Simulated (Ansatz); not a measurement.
TiC, 2 atoms in the cell. It takes space group Fm-3m (No. 225, cubic). The conventional cell has a = 4.331 Å, b = 4.331 Å, c = 4.331 Å, α = 90.00°, β = 90.00°, γ = 90.00°. Ti (site symmetry m-3m) is surrounded by 6 C at 2.17 Å. Around C (site symmetry m-3m) lie 6 Ti at 2.17 Å. The cell is a database's computed one.

- Program: Ansatz 0.2.0
- Task: single point
- Functional: PBE
- Potentials or basis: all-electron LAPW, scalar-relativistic
- Cutoff: 313 eV (chosen from the basis error)
- Basis error allowed: 0.001 eV/atom
- k mesh: 11 × 11 × 11
- Occupations: gaussian, width 0.013 eV
- Spin: no spin polarisation

Potentials or basis: all-electron LAPW, scalar-relativistic.

Run with:

```console
$ ansatz run input.yaml --threads 1 --pin off --max-ram 3072MiB --backend cpu --events-out ev --progress --plain --runs-dir out
```

Hardware: 1 thread of Intel(R) Xeon(R) Platinum 8259CL CPU @ 2.50GHz (Skylake/Cascade Lake), with other jobs on the host.

Task: How long does it take, and how much memory?

Result: Wall time 8.9 s on 1 thread of Intel(R) Xeon(R) Platinum 8259CL CPU @ 2.50GHz (Skylake/Cascade Lake), with other jobs on the host, peak memory 0.38 GiB. Counts: scf iterations 9, plane waves 259, k points 56, bands 16.
